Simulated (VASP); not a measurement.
Set up this calculation in VASP 6.6.1, as the native input.

| Item | Value |
| --- | --- |
| Task | single point |
| Functional | PBEsol |
| Potentials or basis | VASP PAW PBE potentials, release 64 (Cd, Se) |
| Cutoff | 520 eV |
| k mesh | 8 × 8 × 8 |
| Occupations | fermi-dirac, width 0.03 eV |
| Spin | no spin polarisation |
| Dipole correction | no |
| Further INCAR settings | ALGO = Fast; EDIFF = 1e-07; NBANDS = 16 |

The structure of CdSe lies in POSCAR:

```
CdSe
1.0
    0.0000000000      3.0702711986      3.0702711986
    3.0702711986      0.0000000000      3.0702711986
    3.0702711986      3.0702711986      0.0000000000
Cd Se
1 1
Direct
    0.0000000000      0.0000000000      0.0000000000
    0.2500000000      0.2500000000      0.2500000000
```

Measurements of this composition are mostly on another form, of space group No. 186.

The input as run:

INCAR

```
PREC = Accurate
ENCUT = 520
EDIFF = 1E-7
ISMEAR = -1
SIGMA = 0.03
LREAL = False
LASPH = True
NELM = 100
ALGO = Fast
ISIF = 2
LWAVE = False
LCHARG = False
GGA = PS
NBANDS = 16
```

KPOINTS

```
regular mesh
0
Gamma
  8 8 8
```

Potentials or basis: VASP PAW PBE potentials, release 64 (Cd, Se).

Run with:

```bash
$ cat potpaw_PBE.64/Cd/POTCAR potpaw_PBE.64/Se/POTCAR > POTCAR
$ mpirun -np 1 vasp_std > vasp.out
```

It gave:

| Item | Value |
| --- | --- |
| Pressure | -1.1 GPa |
| Band gap on the k mesh | 0.43 eV, direct |

Caveat: the PAW data sets were made with another functional, which shifts forces and pressure a little.

Run time: 12 s on 1 thread of Intel(R) Xeon(R) Platinum 8488C (Sapphire Rapids) (shared host), peak memory 0.18 GiB.
